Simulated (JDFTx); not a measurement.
Runs of JDFTx 1.7.0 (patched build) on Si2Ni. The structure is cubic, space group Fm-3m (No. 225). Conventional cell: a = 5.406 Å, b = 5.406 Å, c = 5.406 Å, α = 90.00°, β = 90.00°, γ = 90.00°. Ni (site symmetry m-3m) is surrounded by 8 Si at 2.34 Å. Si (site symmetry -43m) has 4 Ni at 2.34 Å as nearest neighbours. 

```tsv
task	level	potentials or basis	local potential set to -Z/r beyond	pseudo rcut	further solve for the empty bands	gap on the mesh (eV)	pressure (GPa)	moment (μB)	V0 of scaled cells (Å³/atom)	B0 (GPa)
equation of state	PBEsol	PseudoDojo-SR-PBEsol-0.4.1-standard with smoothed tails	6 bohr	6	-	-	-	-	13.09	(b)
equation of state	PBE	PseudoDojo-SR-PBE-0.5-standard	-	-	-	-	-	-	(a)	145
single point	PBEsol	PseudoDojo-SR-PBEsol-0.4.1-standard with smoothed tails	6 bohr	6	yes	none	-1.0	0.00	-	-
single point	PBE	PseudoDojo-SR-PBE-0.5-standard	-	-	yes	none	3.9	0.00	-	-
```

Alike in all rows: spin collinear, ferromagnetic start; cell as given; k mesh 9 × 9 × 9; cutoff (eV) 1333; smearing fermi-dirac 0.05 eV.

**Question.** Fill in the values left out.

**Answer.** (a) 13.51; (b) 155.

Caveats: the empty levels aren't tightly converged (some runs).

A k mesh can miss the band edges.

A gap of «none» marks a metal or a gap under the smearing width.

Not every run made on this cell is shown here.
